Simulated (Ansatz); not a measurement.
# FeS2: the cost of one run

Program: Ansatz 0.2.0. Level of theory: DFT PBE, scalar-relativistic, plane waves, PAW. These are calculated values, not measurements.

**1. The structure to begin with**

It takes space group Pa-3 (No. 205, cubic). The conventional cell has a = 5.418 Å, b = 5.418 Å, c = 5.418 Å, α = 90.00°, β = 90.00°, γ = 90.00°. Around Fe (site symmetry -3) lie 6 S at 2.26 Å. Around S (site symmetry 3) lie 1 S at 2.16 Å and 3 Fe at 2.26 Å.

Coordinates:

```xyz
12
Lattice="5.4178 0.0000 0.0000 0.0000 5.4178 0.0000 0.0000 0.0000 5.4178" Properties=species:S:1:pos:R:3 pbc="T T T"
Fe    0.0000    0.0000    0.0000
Fe    2.7089    0.0000    2.7089
Fe    2.7089    2.7089    0.0000
Fe    0.0000    2.7089    2.7089
S     2.0849    2.0849    2.0849
S     0.6240    3.3329    4.7938
S     4.7938    0.6240    3.3329
S     3.3329    4.7938    0.6240
S     3.3329    3.3329    3.3329
S     4.7938    2.0849    0.6240
S     0.6240    4.7938    2.0849
S     2.0849    0.6240    4.7938
```

Starting moments: Fe 4.00 μB.

**2. First run, at the start cell**

input.yaml

```yaml
crystal:
  lattice:
    - [5.4178, 0.0, 0.0]
    - [0.0, 5.4178, 0.0]
    - [0.0, 0.0, 5.4178]
  atoms:
    - { symbol: Fe, position: [0.0, 0.0, 0.0], spin: 4.0 }
    - { symbol: Fe, position: [0.5, 0.0, 0.5], spin: 4.0 }
    - { symbol: Fe, position: [0.5, 0.5, 0.0], spin: 4.0 }
    - { symbol: Fe, position: [0.0, 0.5, 0.5], spin: 4.0 }
    - { symbol: S, position: [0.38482, 0.38482, 0.38482] }
    - { symbol: S, position: [0.11518, 0.61518, 0.88482] }
    - { symbol: S, position: [0.88482, 0.11518, 0.61518] }
    - { symbol: S, position: [0.61518, 0.88482, 0.11518] }
    - { symbol: S, position: [0.61518, 0.61518, 0.61518] }
    - { symbol: S, position: [0.88482, 0.38482, 0.11518] }
    - { symbol: S, position: [0.11518, 0.88482, 0.38482] }
    - { symbol: S, position: [0.38482, 0.11518, 0.88482] }
basis:
  ecutwfc: 420
  ecutrho_ratio: 4
kpoints:
  mp_grid: { grid: [4, 4, 4] }
hamiltonian:
  xc: pbe
scf:
  occupations: { method: gaussian, width: 0.05 }
output:
  forces: true
  stress: true
  eigenvalues: true
  populations: true
magnetization:
  spin_polarized: true
relax:
  f_tol: 0.03
  max_steps: 60
  cell: { stress_tol: 0.3 }
```

Started as:

```bash
> ansatz run input.yaml --threads 4 --pin off --max-ram 10240MiB --backend cpu --events-out ev --progress --plain --runs-dir out
```

What time and memory should one allow on 4 threads of Intel Xeon at 2.50GHz (Skylake/Cascade Lake), shared host?

About 55 s, with a peak of 0.77 GiB.
